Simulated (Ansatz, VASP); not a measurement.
# Y in VASP and in Ansatz

```xyz
1
Lattice="0.0000 2.4910 2.4910 2.4910 0.0000 2.4910 2.4910 2.4910 0.0000" Properties=species:S:1:pos:R:3 pbc="T T T"
Y     0.0000    0.0000    0.0000
```

Alike in both runs: task single point; functional PBEsol; k mesh 12 × 12 × 12; occupations fermi-dirac, width 0.1 eV; no spin polarisation.

|  | VASP | Ansatz |
| --- | --- | --- |
| version | VASP 6.6.1 | Ansatz 0.2.0 |
| potentials or method | VASP PAW PBE potentials, release 64 (Y_sv) | plane waves (420 eV) with PAW, scalar-relativistic |
| plane-wave cutoff (eV) | 520 | 420 |
| valence electrons in the cell | 11 | 11 |

Ansatz gave:

```
pressure (GPa) : 0.0
```

Estimate VASP's values.

pressure (GPa): -0.1.

Ansatz warned: «pseudo_functional_mismatch».

Caveats: the PAW data sets were made with another functional, which shifts forces and pressure a little (VASP).
